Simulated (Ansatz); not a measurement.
## What a trial cell of Ba3S relaxes into

Method: Ansatz 0.2.0, DFT PBE, scalar-relativistic, plane waves, PAW. Cutoff 420 eV, Γ-centred k mesh, Gaussian smearing, no spin polarisation in the final step.

Ba3S was placed on the TiAl3 (D0_22) structure type (I4/mmm, No. 139), with S in place of Ti, Ba in place of Al, at a guessed volume.

```xyz
4
Lattice="-2.4697 2.4697 5.5167 2.4697 -2.4697 5.5167 2.4697 2.4697 -5.5167" Properties=species:S:1:pos:R:3 pbc="T T T"
Ba    0.0000    0.0000    5.5167
Ba    2.4697    0.0000    2.7583
Ba    0.0000    2.4697    2.7583
S     0.0000    0.0000    0.0000
```

Cell and atoms relax at zero pressure; the relaxation can't lower the symmetry of the start.

The zero of energy is the elements' standard structures at the same level; no fitted shifts are applied.

Q: Which crystal results?

A: It keeps I4/mmm (No. 139). The result has the TiAl3 (D0_22) structure. Conventional cell: a = 4.995 Å, c = 13.308 Å. Around Ba on Wyckoff site b (1 atom of the primitive cell) lie 4 S at 3.53 Å and 8 Ba at 4.16 Å; Ba on Wyckoff site d (2 atoms of the primitive cell) is coordinated by 4 Ba at 3.53 Å, 4 Ba at 4.16 Å and 4 S at 4.16 Å; S is coordinated by 4 Ba at 3.53 Å and 8 Ba at 4.16 Å.

```cif
data_structure
_symmetry_space_group_name_H-M 'I4/mmm'
_symmetry_Int_Tables_number 139
_cell_length_a 4.9953
_cell_length_b 4.9953
_cell_length_c 13.3077
_cell_angle_alpha 90.000
_cell_angle_beta 90.000
_cell_angle_gamma 90.000
_cell_volume 332.07
loop_
_atom_site_label
_atom_site_type_symbol
_atom_site_symmetry_multiplicity
_atom_site_Wyckoff_symbol
_atom_site_fract_x
_atom_site_fract_y
_atom_site_fract_z
_atom_site_occupancy
Ba1 Ba 2 b 0.50000 0.50000 0.00000 1
Ba2 Ba 4 d 0.50000 0.00000 0.25000 1
S1 S 2 a 0.00000 0.00000 0.00000 1
```

Q: What are its volume, energy, density and gap?

A: The volume per atom is 41.51 Å³, the density is 4.44 g/cm³ and the energy over the elements is -0.40 eV/atom. The gap on the 14×14×14 mesh is 0 eV (a metal).

The final run used a 14×14×14 mesh on its 4-atom cell and 0.10 eV smearing. For metals, differences of a few meV/atom aren't resolved. Symmetry constrained the relaxation, so the result can be a saddle point. The steps took of the order of 10 core-minutes in all.